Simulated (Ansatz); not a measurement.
# Ge: the cost of one run

Method: DFT PBEsol, scalar-relativistic, plane waves, PAW, in Ansatz 0.2.0.

**1. Starting point**

The structure is hexagonal, space group P6_3/mmc (No. 194). The conventional cell has a = 3.998 Å, b = 3.998 Å, c = 6.599 Å, α = 90.00°, β = 90.00°, γ = 120.00°. Ge (site symmetry 3m) has 4 Ge at 2.45 to 2.47 Å as nearest neighbours.

Structure file:

```
CELL_PARAMETERS angstrom
3.99759 0.00000 0.00000
-1.99879 3.46201 0.00000
0.00000 0.00000 6.59938
ATOMIC_POSITIONS crystal
Ge 0.66667 0.33333 0.06290
Ge 0.33333 0.66667 0.56290
Ge 0.66667 0.33333 0.43710
Ge 0.33333 0.66667 0.93710
```

This is candidate A: structure listed in a database for this formula (P6_3/mmc, No. 194).

(A quick probe on a coarse mesh, which set the mesh and smearing, is not shown.)

**3. The relaxation (candidate A)**

Input file input.yaml:

```yaml
crystal:
  lattice:
    - [3.9975858431, 0.0, 0.0]
    - [-1.9987929216, 3.462010894, 0.0]
    - [0.0, 0.0, 6.59937795]
  atoms:
    - { symbol: Ge, position: [0.66666667, 0.33333333, 0.06290125] }
    - { symbol: Ge, position: [0.33333333, 0.66666667, 0.56290125] }
    - { symbol: Ge, position: [0.66666667, 0.33333333, 0.43709875] }
    - { symbol: Ge, position: [0.33333333, 0.66666667, 0.93709875] }
basis:
  ecutwfc: 420
kpoints:
  mp_grid: { grid: [12, 12, 6] }
hamiltonian:
  xc: pbesol
scf:
  occupations: { method: gaussian, width: 0.01 }
output:
  forces: true
  stress: true
  eigenvalues: true
relax:
  adjacent_minimum: "off"
  f_tol: 0.01
  max_steps: 80
  cell: { stress_tol: 0.05 }
```

Q: Estimate wall time and peak memory on 1 thread of an x86-64 CPU, shared host.

About 26 s, with a peak of 0.49 GiB.
